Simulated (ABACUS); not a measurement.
Runs of ABACUS 3.10.1 on Li. Symmetry: Im-3m, No. 229, cubic system. Conventional cell: a = 3.509 Å, b = 3.509 Å, c = 3.509 Å, α = 90.00°, β = 90.00°, γ = 90.00°. Around Li (site symmetry m-3m) lie 8 Li at 3.04 Å. 

```tsv
task	level	potentials or basis	cell	k mesh	cutoff (eV)	radial cutoff of the potentials (pseudo_rcut)	max steps of the relaxation	force threshold	optimiser	stress threshold	mesh quality	gap on the mesh (eV)	pressure (GPa)	relaxed volume (Å³/atom)
relaxation of cell and atoms	B86bPBE	PseudoDojo NC SR 0.5 PBE stringent, plane waves	relaxed	9 × 9 × 9	1320	7 bohr	60	0.005 eV/Å	cg	0.2 kbar	not flagged	none	0.0	20.37
relaxation of cell and atoms	PBE	SPMS ONCV 1.0 PBE, TZDP LCAO (the cutoffs set its grid)	relaxed	10 × 10 × 10	1361	10 bohr	-	0.03 eV/Å	ASE BFGS	-	not flagged	none	0.0	(a)
single point	B86bPBE	PseudoDojo NC SR 0.5 PBE stringent, plane waves	as given	9 × 9 × 9	1320	10 bohr	-	-	-	-	not flagged	none	-0.8	-
single point	TPSS	SG15 ONCV 1.2 PBE, plane waves	as given	7 × 7 × 7	1170	7 bohr	-	-	-	-	coarse	none	-2.2	-
single point	PBE	SPMS ONCV 1.0 PBE, TZDP LCAO (the cutoffs set its grid)	as given	10 × 10 × 10	1361	10 bohr	-	-	-	-	not flagged	none	-0.8	-
single point	BP86	SSSP 1.3 efficiency PBE, plane waves	as given	9 × 9 × 9	748	10 bohr	-	-	-	-	not flagged	none	-0.5	-
```

Alike in all rows: no spin polarisation; smearing fermi-dirac 0.05 eV.

Problem. Estimate the missing entries.

Solution. (a) 20.29.

Caveats: some runs use coarse meshes; the potentials were made for another functional, which shifts forces and pressure (some runs); the atomic orbitals were generated for these runs and aren't a published set (some runs); the basis of atomic orbitals isn't converged, which shifts pressures, moduli and gaps (some runs).

A k mesh can miss the band edges.

A gap of «none» marks a metal or a gap under the smearing width.

Not every run made on this cell is shown here.
